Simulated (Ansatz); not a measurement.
**Equation of state of cadmium, diamond**

The calculation used DFT, revPBE, plane waves (420 eV) with PAW, scalar-relativistic in Ansatz 0.2.0. The PAW files were generated under PBE, with cores re-solved for the functional.

The cell is scaled uniformly from the relaxed one, with fractional coordinates and shape fixed. Energies are extrapolated to zero smearing, pressures are those at the given smearing. Magnetic state: spin not included.

```json
{"V (Å³/atom)": "35.671", "E − E₀ (meV/atom)": "22.0", "P (GPa)": "1.80"}
{"V (Å³/atom)": "37.293", "E − E₀ (meV/atom)": "8.8", "P (GPa)": "1.02"}
{"V (Å³/atom)": "38.914", "E − E₀ (meV/atom)": "2.0", "P (GPa)": "0.45"}
{"V (Å³/atom)": "40.535", "E − E₀ (meV/atom)": "-0.1", "P (GPa)": "0.03"}
{"V (Å³/atom)": "42.157", "E − E₀ (meV/atom)": "1.4", "P (GPa)": "-0.27"}
{"V (Å³/atom)": "43.778", "E − E₀ (meV/atom)": "5.1", "P (GPa)": "-0.47"}
{"V (Å³/atom)": "45.400", "E − E₀ (meV/atom)": "10.2", "P (GPa)": "-0.61"}
```

(1) Fit a third-order Birch-Murnaghan equation.

Results:

(1) V₀ = 40.60 Å³/atom, B₀ = 8.1 GPa, B₀′ = 7.9.
